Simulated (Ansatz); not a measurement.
Theory: DFT PBE, scalar-relativistic, plane waves, PAW in Ansatz. Settings: cutoff 420 eV, Γ-centred meshes spaced at most about 0.3 Å⁻¹, and about 0.25 Å⁻¹ or finer for metals (2π included), Gaussian smearing. No spin polarisation.

All energies are static (0 K, no zero-point motion).

**Question.** Order these relaxed structures of In3Sb2As by energy, lowest first, with the energy over the lowest of them.
A. Space group P3m1 (No. 156), trigonal, a = 4.590 Å, c = 11.242 Å. Around In on its first site lie 1 As at 2.68 Å and 3 Sb at 2.84 Å; around In on its second site lie 4 Sb at 2.84–2.86 Å; Sb on its first site is surrounded by 4 In at 2.84–2.86 Å; As has 4 In at 2.68–2.77 Å; 2 more sites not described.
B. Space group P1 (No. 1), triclinic, a = 4.559 Å, b = 6.498 Å, c = 7.305 Å, α = 66.8°, β = 86.1°, γ = 69.6°. In on its first site is surrounded by 1 As at 2.84 Å, 3 Sb at 2.95–3.03 Å and 1 In at 3.28 Å; around In on its second site lie 2 As at 2.80–2.87 Å, 1 Sb at 3.01 Å, 1 In at 3.07 Å and 1 In at 3.28 Å; Sb on its first site has 4 In at 2.96–3.03 Å and 1 Sb at 2.98 Å; around As lie 4 In at 2.80–2.89 Å and 1 Sb at 2.84 Å; 2 more sites not described.
C. Space group Cmm2 (No. 35), orthorhombic, a = 6.438 Å, b = 6.443 Å, c = 8.302 Å. Around In on a site of symmetry m lie 1 As at 2.67 Å, 1 In at 2.87 Å, 2 Sb at 3.10 Å and 3 In at 3.24–3.30 Å; around In on a site of symmetry mm2 lie 2 In at 3.30 Å, 4 As at 3.37 Å and 4 Sb at 3.52 Å; around Sb lie 2 In at 3.10 Å, 4 Sb at 3.22 Å and 2 In at 3.52 Å; around As lie 2 In at 2.67 Å and 4 In at 3.37 Å.

**Answer.** A (0 meV/atom), B (176 meV/atom), C (239 meV/atom). Counting As or Sb atoms around In (for each partner element, those within 1.25 times its shortest distance or 1.15 times the sum of covalent radii, where it is the nearest in units of that sum or under 1.3; the shortest distance is added where it exceeds 1.18 times the sum of covalent radii; a slash parts the counts of unlike sites): A has In 4; B has In 3/4; C has In 3/8 from 3.4 Å. B holds Sb–Sb pairs (shortest 2.98 Å) (bonds between like non-metal atoms; other contacts aren't counted). All come from invented guesses.

These runs have no spin–orbit coupling, which can matter for Sb. Cells relaxed within their symmetry can be saddle points. Some types were kept out of the candidates beforehand, so the set may lack a known form.
